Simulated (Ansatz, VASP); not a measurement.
Given: the input of a run of VASP 6.6.1 on SrCl2.

INCAR

```
SYSTEM = SrCl2
PREC = Accurate
ENCUT = 520
EDIFF = 1E-7
ISMEAR = -1
SIGMA = 0.05
LREAL = .FALSE.
LASPH = .TRUE.
NELM = 100
ALGO = Normal
ISIF = 2
LWAVE = .FALSE.
LCHARG = .FALSE.
GGA = PS
NBANDS = 19
```

Contents of KPOINTS:

```
regular mesh
0
G
  7 7 7
  0 0 0
```

The input POSCAR:

```
SrCl2
1.0
    0.0000000000      3.4649375496      3.4649375496
    3.4649375496      0.0000000000      3.4649375496
    3.4649375496      3.4649375496      0.0000000000
Sr Cl
1 2
Direct
    0.0000000000      0.0000000000      0.0000000000
    0.7500000000      0.7500000000      0.7500000000
    0.2500000000      0.2500000000      0.2500000000
```

Potentials or basis: VASP PAW PBE potentials, release 64 (Sr_sv, Cl).

Run with:

```console
$ cat potpaw_PBE.64/Sr_sv/POTCAR potpaw_PBE.64/Cl/POTCAR > POTCAR
$ mpirun -np 1 vasp_std > vasp.out
```

Q: Translate it to Ansatz 0.2.0. Potentials there: Ansatz PAW.

A: As run (the cutoff follows the program's own potentials):

The input input.yaml:

```yaml
crystal:
  lattice:
    - [0.0, 3.4649375496, 3.4649375496]
    - [3.4649375496, 0.0, 3.4649375496]
    - [3.4649375496, 3.4649375496, 0.0]
  atoms:
    - { symbol: Sr, position: [0.0, 0.0, 0.0] }
    - { symbol: Cl, position: [0.75, 0.75, 0.75] }
    - { symbol: Cl, position: [0.25, 0.25, 0.25] }
hamiltonian:
  xc: pbesol
  pseudopotentials: { kind: paw }
kpoints:
  mp_grid: { grid: [7, 7, 7] }
scf:
  occupations: { method: fermi_dirac, width: 0.05 }
output:
  forces: true
  stress: true
  eigenvalues: true
```

Potentials or basis: Ansatz PAW.

Command:

```sh
$ ansatz run input.yaml --threads 2 --pin off --max-ram 5632MiB --backend cpu --events-out ev --progress --plain --runs-dir out
```

Both were run:

|  | VASP | Ansatz | Ansatz less VASP |
| --- | --- | --- | --- |
| gap on the k mesh at the Fermi level (eV) | 5.24 | 5.25 | +0.010 |
| least direct gap on the mesh (eV) | 5.56 | 5.56 | +0.002 |
| pressure (GPa) | -0.2 | -0.4 | -0.13 |

With one functional, cell and mesh, what is left measures potentials, basis and numerics.

Caveats: the PAW data sets were made with another functional, which shifts forces and pressure a little (VASP); an odd mesh through Γ misses points on the zone boundary, where band edges often lie (VASP); odd divisions of the mesh miss points on the zone boundary, where band edges often lie, so the gap on the mesh can be too wide (Ansatz); the PAW data sets come from PBE, with cores solved anew for the run's functional, which leaves a small shift of forces and pressure (Ansatz).
